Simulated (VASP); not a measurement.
# A VASP study of SrCl2 (PBE): structure first, properties next, part 2 of 2

Wanted: the relaxed cell of SrCl2 and its properties. The start is a cell from a database of measured crystal structures.

VASP 6.6.1; PBE; plane waves and PAW (Sr_sv, Cl).

So far, gap on the k-mesh (eV): step 2 (relaxing cell and atoms (PBE)) 5.22; step 6 (total and projected DOS (PBE)) 5.22. The relaxed cell has a = 7.046 Å (conventional setting).

**7. Independent-particle dielectric function (PBE) (continued)**

Table of real dielectric function, xx by photon energy:

| photon energy (eV) | real dielectric function, xx |
| --- | --- |
| 0 | 3.15 |
| 1 | 3.18 |
| 2 | 3.26 |
| 3 | 3.42 |
| 4 | 3.71 |
| 5 | 4.27 |
| 6 | 5.40 |
| 7 | 7.24 |
| 8 | 1.31 |
| 9 | 1.74 |
| 10 | -0.138 |
| 11 | 1.72 |
| 12 | 0.759 |
| 13 | 0.266 |
| 14 | 0.370 |
| 15 | -0.0575 |
| 16 | -0.224 |
| 17 | 0.242 |
| 18 | 0.339 |
| 19 | 0.631 |
| 20 | 0.965 |
| 21 | 1.90 |
| 22 | 0.972 |
| 23 | 0.379 |
| 24 | -0.629 |

The mean of ε2 over directions passes 5 % of its top at 5.80 eV, against a least direct gap of 5.51 eV on this mesh, so absorption sets in close to the direct gap. The indirect gap (5.22 eV in the band run) doesn't show, since phonons are left out.

**8. Zone-centre phonons (PBE)**

Zone-centre modes test whether the atoms sit at a minimum within this cell. IBRION = 8 takes the force constants from linear response, which needs tightly converged orbitals.

File INCAR:

```
SYSTEM = SrCl2
PREC = Accurate
ENCUT = 400
EDIFF = 1E-08
NELM = 100
ISMEAR = 0
SIGMA = 0.05
LREAL = .FALSE.
ALGO = Normal
GGA = PE
NBANDS = 18
LORBIT = 11
LWAVE = .FALSE.
LCHARG = .FALSE.
KPAR = 2
IBRION = 8
LEPSILON = .TRUE.
ISIF = 2
```

File POSCAR:

```
SrCl2
1.0
    0.0000000000      3.5228444696      3.5228444696
    3.5228444696      0.0000000000      3.5228444696
    3.5228444696      3.5228444696      0.0000000000
Sr Cl
1 2
Direct
    0.0000000000      0.0000000000      0.0000000000
    0.2500000000      0.2500000000      0.2500000000
    0.7500000000      0.7500000000      0.7500000000
```

File KPOINTS:

```
Automatic mesh
0
Gamma
6 6 6
0 0 0
```

Potentials, in the order of the species: Sr_sv and Cl (PBE family, release 64).

The run is started by

```console
> mpirun -np 2 vasp_std
```

It took 2.3 min on 2 MPI ranks of AMD EPYC 9R45, shared host; peak memory 0.63 GiB; 4.4 min of CPU time.

Energies printed during the response cycles are not total energies of the cell.

This step gave:

| Item | Value |
| --- | --- |
| bands | 18 |
| irreducible k-points | 16 |
| pressure of the cell | -0.008697 GPa |
| largest force of the cell | 0 eV/Å |
| Fermi energy | 0.2667 eV |

Electronic dielectric tensor with local fields:

```
2.88 0.00 0.00
0.00 2.88 0.00
0.00 0.00 2.88
```

Ionic part of the static dielectric tensor:

```
5.58 0.00 0.00
0.00 5.58 0.00
0.00 0.00 5.58
```

Born effective charge (e), principal values of the symmetric part by kind of site:

| atom | atoms with these values | low | middle | high | mean |
| --- | --- | --- | --- | --- | --- |
| Sr1 | 1 | 2.50 | 2.50 | 2.50 | 2.50 |
| Cl2 | 2 | -1.25 | -1.25 | -1.25 | -1.25 |

In full for Sr1:

```
2.50 0.00 0.00
0.00 2.50 0.00
0.00 0.00 2.50
```

Infrared lines, with heights relative to the strongest:

| position (cm⁻¹) | lines merged | squared mode dipole, relative |
| --- | --- | --- |
| 127 | 3 | 100 |
| 172 | 3 | 0.0 |

Transverse limit, no LO-TO splitting. The modes at Γ (shares of kinetic energy by element, %):

| mode | frequency (cm⁻¹) | symmetry | IR | Sr % | Cl % |
| --- | --- | --- | --- | --- | --- |
| 1 | -0.2 | acoustic | 3.4e-7 | 55 | 45 |
| 2 | -0.2 | acoustic | 3.4e-7 | 55 | 45 |
| 3 | -0.2 | acoustic | 3.4e-7 | 55 | 45 |
| 4 | 126.8 | T1u | 0.16 | 45 | 55 |
| 5 | 126.8 | T1u | 0.16 | 45 | 55 |
| 6 | 126.8 | T1u | 0.16 | 45 | 55 |
| 7 | 171.7 | T2g | 0 | 0 | 100 |
| 8 | 171.7 | T2g | 0 | 0 | 100 |
| 9 | 171.7 | T2g | 0 | 0 | 100 |

Displacements in mode 5 (126.8 cm⁻¹), the largest set to 1:
```
Sr1  0.00  0.00  0.81
Cl2  0.00  0.00 -1.00
Cl3  0.00  0.00 -1.00
```

Displacements in mode 7 (171.7 cm⁻¹), the largest set to 1:
```
Sr1  0.00  0.00  0.00
Cl2  0.00  0.00  1.00
Cl3  0.00  0.00 -1.00
```

The Born charges sum to zero; the printed set may have that rule imposed, so this is no test. Born charges and mode vectors give each infrared mode its dipole; summed over the modes, dipole squared over frequency squared adds 5.58 to the electronic 2.88, for a mean static constant of 8.46. With one infrared mode the Lyddane-Sachs-Teller relation, LO/TO = (ε0/ε∞)^½, puts the longitudinal line at 218 cm⁻¹. By the characters of their eigenvectors the optical modes sort into (cm⁻¹) Raman active: T2g 172; infrared active: T1u 127. With a centre of inversion no mode is active in both.

**9. Ionic relaxation at fixed cell (PBE) with a changed input**

This run is made with a changed input; what comes of it follows.

File INCAR:

```
SYSTEM = SrCl2
PREC = Accurate
ENCUT = 400
EDIFF = 1E-06
NELM = 54
ISMEAR = 0
SIGMA = 0.05
LREAL = .FALSE.
ALGO = Normal
GGA = PE
NBANDS = 18
LORBIT = 11
LWAVE = .FALSE.
LCHARG = .FALSE.
KPAR = 2
IBRION = 2
NSW = 30
ISIF = 2
EDIFFG = -0.01
```

Changes to POSCAR since step 8:

```diff
@@ -10,2 +10,2 @@
     0.2500000000      0.2500000000      0.2500000000
-    0.7500000000      0.7500000000      0.7500000000
+   -0.0666100000      0.0670600000     -0.1238200000
```

KPOINTS is that of step 8.

The run is started by

```console
> mpirun -np 2 vasp_std
```

It took 4 min on 2 MPI ranks; peak memory 0.46 GiB.

The run was stopped at its time limit, by a STOPCAR file.

By then 10 ionic steps had been finished.

The fault in the input: overlapping atoms. Two atoms sit far too close; correct POSCAR.

**10. Results**

```json
{"relaxed volume": "29.15 Å³/atom", "relaxed conventional cell a, b, c": "7.046, 7.046, 7.046 Å", "space group after relaxing, within 0.02 Å": "Fm-3m (No. 225)", "band gap": "5.22 eV, indirect (least direct gap of that run 5.51 eV)", "gap among the points of the DOS mesh alone, an upper bound": "5.22 eV", "strongest peak of ε2, mean over directions": "7.48 eV", "ε1 at zero frequency, no local fields, mean": "3.15", "static dielectric constant from modes and Born charges, mean": "8.46", "LO mode by the Lyddane-Sachs-Teller relation": "218 cm⁻¹", "electronic dielectric constant, mean": "2.88", "highest zone-centre mode": "172 cm⁻¹"}
```

With PBE, SrCl2 relaxes to 29.15 Å³/atom in space group Fm-3m (held by the symmetry of the run) and has an indirect gap of 5.22 eV. Against the listed cell the volume lies +3.0 %. Zone-centre phonons (PBE): The ionic part of the static dielectric tensor is isotropic, 5.58. Zone-centre phonons (PBE): Mean Born effective charge: Sr1 2.50, Cl2 -1.25 e. Zone-centre phonons (PBE): The strongest infrared line lies at 127 cm⁻¹. Zone-centre phonons (PBE): The highest mode in this list at Γ, 171.7 cm⁻¹, is mostly motion of Cl (100 % of the kinetic energy). Semilocal functionals usually underestimate gaps. Spin-orbit coupling is left out; it would split some degenerate bands. Modes at Γ alone can't show that the crystal is stable at other wave vectors, and the LO-TO splitting is not included. No search among competing phases was made, and a listed structure need not be the one stable at ambient conditions. All values are for a static lattice at zero temperature.

[Lines on the potential files, build, host, timing and source positions are cut from VASP's logs without a mark.]

[Logs are printed without paths, hosts, clocks, repeated set-up lines and the standing remarks that a program may print on its own settings, such as how far it seeks lower states.]

[Hosts, paths, dates, database ids (printed as entryN), source tags and the programs' standing remarks are cut or masked in the printed files.]

[A measured line is paired with the nearest computed mode of its activity, which favours agreement.]

[In band tables of VASP the shares of atoms and orbitals are scaled to a sum of 1 inside the atoms' spheres.]
